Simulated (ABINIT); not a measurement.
A run of ABINIT 10.8.3 (patched build) is set up as follows.

run.abi

```
ndtset 2

pp_dirpath "./"
pseudos "Cd.GGA_PBE-JTH.xml, S.GGA_PBE-JTH.xml"

acell 7.8423634172 7.8423634172 12.7310849016
rprim
     1.0000000000     0.0000000000     0.0000000000
    -0.5000000000     0.8660254038     0.0000000000
     0.0000000000     0.0000000000     1.0000000000
ntypat 2
znucl 48 16
natom 4
typat 1 1 2 2
xred
     0.6666666667     0.3333333333     0.5000000000
     0.3333333333     0.6666666667     0.0000000000
     0.6666666667     0.3333333333     0.8750000000
     0.3333333333     0.6666666667     0.3750000000

ecut 598.650497 eV
pawecutdg 44.0
pawxcdev 0

ixc 11

occopt 3
tsmear 0.00183747

nstep 100

iomode 3
prtwf 0
prteig 0
prtebands 0
enunit 1
prtden1 1
prtvha1 1
prtvclmb1 1
prtpot1 1

kptopt1 1
ngkpt1 7 7 4
nshiftk1 1
shiftk1 0.0 0.0 0.0
nband1 22
tolvrs1 1.0e-9

iscf2 -2
getden2 1
nband2 28
nbdbuf2 4
tolwfr2 1.0e-11
kptopt2 -7
ndivsm2 8
prteig2 1
kptbounds2
     0.0000000000     0.0000000000     0.0000000000
     0.5000000000     0.0000000000     0.0000000000
     0.3333333333     0.3333333333     0.0000000000
     0.0000000000     0.0000000000     0.0000000000
     0.0000000000     0.0000000000     0.5000000000
     0.5000000000     0.0000000000     0.5000000000
     0.3333333333     0.3333333333     0.5000000000
     0.0000000000     0.0000000000     0.5000000000
```

Potentials or basis: JTH PAW PBE v2.0.

Run with:

```console
$ abinit run.abi > log 2>&1
```

**Question.** Estimate the band gap along the path.

**Answer.** 1.18 eV, direct.

**Question.** Predict the pressure.

**Answer.** 2.1 GPa.

**Question.** Estimate the largest force.

**Answer.** 0.068 eV/Å.

**Question.** Predict the band gap on the k mesh.

**Answer.** 1.18 eV, direct.

Stress tensor (GPa, compression positive):
```
1.90 0.00 0.00
0.00 1.90 0.00
0.00 0.00 2.53
```

**The experiment to reproduce.**

“Isotope dependence of band-gap energy”, 2008, arxiv:0807.2152 quotes, for a bulk crystal of CdS: band gap 2.5809 ± 0.0002 eV.

A measured gap of CdS is 2.5809 eV (quoted in “Isotope dependence of band-gap energy”, 2008, arxiv:0807.2152); the calculated 1.18 eV misses it by -1.40 eV. So large a miss can be the level of theory's own, or it may mean another phase, state or a wrong row. Spin-orbit coupling on Cd is left out. The value is that of PBE, without temperature or zero-point motion. Semilocal functionals fall short of measured gaps as a rule.
